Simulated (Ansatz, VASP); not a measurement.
**K: VASP beside Ansatz**

Contents of INCAR:

```
SYSTEM = K
PREC     = Accurate       ! precision mode
ENCUT    = 520            ! plane-wave cutoff, eV
EDIFF    = 1E-6           ! SCF threshold, eV
ISMEAR   = 0              ! smearing method
SIGMA    = 0.15           ! smearing width, eV
LREAL    = .FALSE.        ! projectors in reciprocal space
LASPH    = .TRUE.         ! aspherical terms in the spheres
NELM     = 80             ! most SCF steps
ALGO     = Fast           ! electronic algorithm
ISIF     = 2              ! what is computed and relaxed
LWAVE    = .FALSE.        ! write WAVECAR
LCHARG   = .TRUE.         ! write CHGCAR
GGA      = PS             ! functional
LELF     = .TRUE.         ! ELF
LVHAR    = .TRUE.       
NBANDS   = 10             ! bands
```

The input KPOINTS:

```
Automatic mesh
0
G
  12 12 12
  0 0 0
```

POSCAR

```
K
1.0
    4.4543641170      0.8427175356      0.8427175356
    0.8427175356      4.4543641170      0.8427175356
    0.8427175356      0.8427175356      4.4543641170
K
1
Direct
    0.0000000000      0.0000000000      0.0000000000
```

Input for Ansatz:

```yaml
crystal:
  lattice:
    - [4.454364117, 0.8427175356, 0.8427175356]
    - [0.8427175356, 4.454364117, 0.8427175356]
    - [0.8427175356, 0.8427175356, 4.454364117]
  atoms:
    - { symbol: K, position: [0.0, 0.0, 0.0] }
basis:
  ecutwfc: 420
kpoints:
  mp_grid: { grid: [12, 12, 12] }
hamiltonian:
  xc: pbesol
scf:
  occupations: { method: gaussian, width: 0.15 }
output:
  forces: true
  stress: true
  eigenvalues: true
```

Alike in both runs: task single point; functional PBEsol; k mesh 12 × 12 × 12; occupations gaussian, width 0.15 eV; no spin polarisation.

```csv
,VASP,Ansatz
version,VASP 6.6.1,Ansatz 0.2.0
potentials or method,"VASP PAW PBE potentials, release 64 (K_sv)","scalar-relativistic, plane waves, PAW"
plane-wave cutoff (eV),520,420
valence electrons in the cell,9,9
```

```tsv
	VASP	Ansatz	Ansatz less VASP
gap on the k mesh at the Fermi level (eV)	none	none	-
pressure (GPa)	-0.3	-0.3	+0.01
largest component of the traceless stress (GPa)	0.18	0.18	0.000
```

A gap of «none» marks a metal or a gap that the smearing closes.

Caveats: the PAW data sets were made with another functional, which shifts forces and pressure a little (VASP).
